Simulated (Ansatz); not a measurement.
(100) slab cut from the bulk of CdSe, P6_3mc (No. 186); the slab's formula is CdSe:

```xyz
12
Lattice="4.3843 0.0000 0.0000 0.0000 7.1541 0.0000 0.0000 0.0000 23.8595" Properties=species:S:1:pos:R:3 pbc="T T T"
Cd    0.0000    7.1539    7.5000
Se    0.0000    4.4654    7.5000
Cd    2.1922    3.5768    8.7656
Se    2.1922    0.8883    8.7656
Cd    2.1922    7.1539   11.2969
Se    2.1922    4.4654   11.2969
Cd    0.0000    3.5768   12.5626
Se    0.0000    0.8883   12.5626
Cd    0.0000    7.1539   15.0939
Se    0.0000    4.4654   15.0939
Cd    2.1922    3.5768   16.3595
Se    2.1922    0.8883   16.3595
```

Theory: DFT PBE, scalar-relativistic, plane waves, PAW (Ansatz 0.2.0). Plane waves to 420 eV, a k mesh through Γ of 8×5×1 on the computed 12-atom cell and Gaussian smearing (0.05 eV); no spin polarisation. The cell repeats along c with a dipole correction in the vacuum.

(1) What forces act on the atoms?

Answers

(1)
```tsv
atom	Fx (eV/Å)	Fy (eV/Å)	Fz (eV/Å)
Cd1	0.000	-0.794	0.843
Se2	0.000	0.208	-0.289
Cd3	0.000	0.442	-0.258
Se4	0.000	0.233	-0.605
Cd5	0.000	-0.087	0.230
Se6	0.000	-0.002	0.290
Cd7	0.000	-0.087	-0.230
Se8	0.000	-0.002	-0.290
Cd9	0.000	0.442	0.258
Se10	0.000	0.233	0.605
Cd11	0.000	-0.794	-0.843
Se12	0.000	0.208	0.289
```

Cost: 1 run of about 4.6 core-minutes, on Arm Neoverse V1 (shared hosts).